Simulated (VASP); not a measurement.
Write the native input for VASP 6.6.1 that does the following.

| Item | Value |
| --- | --- |
| Task | single point |
| Functional | PBE |
| Potentials or basis | VASP PAW PBE potentials, release 64 (O, C, H) |
| Cutoff | 520 eV |
| k mesh | 1 × 1 × 1 |
| Occupations | fermi-dirac, width 0.02 eV |
| Spin | no spin polarisation |
| Dipole correction | no |
| Further INCAR settings | LREAL = Auto; ALGO = Normal; EDIFF = 1e-06; NBANDS = 86 |

The structure of H2CO lies in POSCAR:

```
H2CO
1.0
    8.4809260000      0.0000000000      0.0000000000
    0.0000000000      8.4809260000      0.0000000000
    0.0000000000      0.0000000000      8.4809260000
O C H
10 10 20
Direct
    0.6849016251      0.4999454069      0.4063589283
    0.4118182378      0.1615271729      0.3924217709
    0.6215948589      0.6859982035      0.8232237848
    0.0944000690      0.0738952327      0.9284953082
    0.4522737258      0.1715142898      0.9190034201
    0.8886883343      0.3607035364      0.0938576754
    0.2495835950      0.5362268224      0.7436570016
    0.9262903603      0.0572814808      0.4433360225
    0.9154189059      0.6984260917      0.1295141592
    0.3215568677      0.6325488514      0.2091281070
    0.6665899455      0.5623442534      0.2696757406
    0.4418857092      0.1553957669      0.2409170885
    0.5461667747      0.6533130934      0.7006664131
   -0.0276149090      0.0421180423      0.8574535375
    0.3823756981      0.0661602283      0.8444950469
    0.9924034239      0.3739450150      0.1856872705
    0.2143869667      0.3994139319      0.7263593622
    0.8411109825      0.1024652261      0.3428281299
    0.9018001100      0.6997349110     -0.0198091576
    0.2899447537      0.7624403279      0.2557503744
    0.6202035014      0.6877786695      0.2679424393
    0.6329379598      0.5012070616      0.1729410208
    0.3375574790      0.1373317018      0.1677764904
    0.5462611040      0.1833997844      0.1638382412
    0.4906068040      0.5325008142      0.6851728219
    0.5206978578      0.7687957659      0.6239766742
   -0.1369308021      0.0419411748      0.9230124163
    0.0080297835     -0.0521876974      0.7687721836
    0.3079616542      0.0707941562      0.7535144158
    0.3837434733     -0.0642854330      0.8820145347
    1.0034045811      0.4075262536      0.3066056702
    1.1212454866      0.3721291755      0.1603716387
    0.2885062315      0.3154608353      0.6725562751
    0.0837054822      0.3717164847      0.7459798612
    0.7120684699      0.0910395870      0.3672712154
    0.8974137966      0.1614446347      0.2263785818
    0.8012450527      0.7744437341     -0.0720440197
    1.0080149267      0.6659532226     -0.0918767597
    0.2583444308      0.8317370061      0.1383575331
    0.2359883815      0.7924960081      0.3799113446
```

The cell was built by a generator and needn't be a form met in nature.

The input as run:

INCAR

```
SYSTEM = H2CO
PREC     = Accurate       ! precision mode
ENCUT    = 520            ! plane-wave cutoff, eV
EDIFF    = 1E-6           ! SCF threshold, eV
ISMEAR   = -1             ! smearing method
SIGMA    = 0.02           ! smearing width, eV
LREAL    = Auto         
LASPH    = .TRUE.         ! aspherical terms in the spheres
NELM     = 100            ! most SCF steps
ALGO     = Normal         ! electronic algorithm
ISIF     = 2              ! what is computed and relaxed
LWAVE    = .FALSE.        ! write WAVECAR
LCHARG   = .TRUE.         ! write CHGCAR
GGA      = PE             ! functional
LELF     = .TRUE.         ! ELF
LVHAR    = .TRUE.       
NBANDS   = 86             ! bands
```

KPOINTS

```
Automatic mesh
0
G
  1 1 1
  0 0 0
```

Potentials or basis: VASP PAW PBE potentials, release 64 (O, C, H).

Command:

```sh
$ cat potpaw_PBE.64/O/POTCAR potpaw_PBE.64/C/POTCAR potpaw_PBE.64/H/POTCAR > POTCAR
$ mpirun -np 1 vasp_gam > vasp.out
```

Results of the run:

```json
{
  "Pressure": "0.0 GPa",
  "Largest force": "7.131 eV/Å",
  "Band gap on the k mesh": "1.92 eV, direct"
}
```

Caveat: the standard files for N, O and F lose accuracy on very short bonds.

It took 110 s on 1 thread of Intel(R) Xeon(R) Platinum 8375C CPU @ 2.90GHz (Ice Lake), with other jobs on the host, peak memory 0.52 GiB.
